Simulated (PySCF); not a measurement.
The system is Si.

```
Si
1.0
     0.00000    2.72185    2.72185
     2.72185    0.00000    2.72185
     2.72185    2.72185    0.00000
Si
2
Direct
  0.50000 0.50000 0.50000
  0.75000 0.75000 0.75000
```

Base run:

- Program: PySCF 2.14.0
- Functional: PBE
- Potentials or basis: DZVP-MOLOPT-SR/GTH-PBE (potentials made for PBE)
- k mesh: 7 × 7 × 7
- Occupations: fermi-dirac, width 0.05 eV
- Spin: no spin polarisation

Its results: band gap on the k mesh 0.64 eV, indirect (least direct gap 2.61 eV).

The run is repeated on the same cell with these changes: functional from PBE to r2SCAN. What comes out?

Band gap on the k mesh 0.81 eV, indirect (least direct gap 2.76 eV).

r2SCAN gives the wider gap, since meta-GGAs in the generalised Kohn-Sham scheme recover part of the derivative discontinuity.

Caveats: the basis of atomic orbitals isn't converged, which shifts pressures, moduli and gaps; an odd mesh through Γ misses points on the zone boundary, where band edges often lie (some runs).
